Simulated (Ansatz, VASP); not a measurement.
**Pd in VASP and in Ansatz**

```
Pd
1.0
     0.00000    1.93772    1.93772
     1.93772    0.00000    1.93772
     1.93772    1.93772    0.00000
Pd
1
Cartesian
  0.0000 0.0000 0.0000
```

Alike in both runs: functional PBEsol; k mesh 18 × 18 × 18; occupations gaussian, width 0.1 eV; no spin polarisation.

Ansatz relaxed the structure, and its values are those at the end. VASP's run is a single point on that final structure, the one shown.

|  | VASP | Ansatz |
| --- | --- | --- |
| version | VASP 6.6.1 | Ansatz 0.2.0 |
| potentials or method | VASP PAW PBE potentials, release 64 (Pd) | scalar-relativistic, plane waves, PAW |
| plane-wave cutoff (eV) | 520 | 420 |
| valence electrons in the cell | 10 | 18 |

Ansatz gave:

```
gap on the k mesh at the Fermi level (eV) : none
pressure (GPa)                            : -0.1
```

Task: What did VASP give for the same quantities?

Result: gap on the k mesh at the Fermi level (eV): none; pressure (GPa): -0.4.

A gap of «none» marks a metal or a gap that the smearing closes. The two sets of potentials don't hold the same shells in valence.

Caveats: the PAW data sets were made with another functional, which shifts forces and pressure a little (VASP).
